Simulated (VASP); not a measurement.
Input of a VASP 6.6.1 run:

INCAR

```
SYSTEM = CaO
  ALGO = Normal
  EDIFF = 1E-6
  ENCUT = 700
  GGA = PE
  ISIF = 2
  ISMEAR = 0
  LASPH = .TRUE.
  LCHARG = .TRUE.
  LREAL = .FALSE.
  LVHAR = .TRUE.
  LWAVE = .FALSE.
  NELM = 100
  PREC = Accurate
  SIGMA = 0.02
```

KPOINTS

```
k-points
0
G
  10 10 10
  0 0 0
```

File POSCAR:

```
CaO                                     
1.0
   -0.0000000000      2.4185863855      2.4185863855
    2.4185863855     -0.0000000000      2.4185863855
    2.4185863855      2.4185863855      0.0000000000
  Ca              O             
     1     1
Direct
     0.0000000000000000    0.0000000000000000    0.0000000000000000
     0.5000000000000000    0.5000000000000000    0.5000000000000000
```

Potentials or basis: VASP PAW PBE potentials, release 64 (Ca_sv, O).

Launch:

```bash
$ cat potpaw_PBE.64/Ca_sv/POTCAR potpaw_PBE.64/O/POTCAR > POTCAR
$ mpirun -np 1 vasp_std > vasp.out
```

Q: What does it give for the pressure?

A: 0.0 GPa.

Q: What does it give for the band gap on the k mesh?

A: 3.64 eV, indirect (least direct gap 4.02 eV).

A k mesh can miss the band edges. PBE gaps usually lie below the measured ones, often by a third to a half.
